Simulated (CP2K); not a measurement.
TiB2:

```
Ti B
1.0
     3.02920    0.00000    0.00000
    -1.51460    2.62336    0.00000
     0.00000    0.00000    3.22840
Ti B
1 2
Direct
  0.00000 0.00000 0.00000
  0.66667 0.33333 0.50000
  0.33333 0.66667 0.50000
```

Program: CP2K 2026.2. Alike in all runs: task band structure; level PBE; no spin polarisation; cell as given; k mesh 10 × 10 × 8; smearing fermi-dirac 0.05 eV. Hardware: 1 thread of Arm Neoverse V1, with other jobs on the host.

Order these runs on this cell by their wall time, lowest first.
A. potentials or basis GTH_POTENTIALS Ti GTH-PBE-q12, B GTH-PBE-q3; TZVP-MOLOPT-SR-GTH basis; ADDED_MOS [15]
B. potentials or basis POTENTIAL_UZH Ti GTH-PBE-q12, B GTH-PBE-q3; TZV2P-MOLOPT-PBE-GTH basis; ADDED_MOS [15]
C. potentials or basis GTH_POTENTIALS Ti GTH-PBE-q12, B GTH-PBE-q3; SZV-MOLOPT-SR-GTH basis; ADDED_MOS [9]

C (24 s), A (120 s), B (300 s).
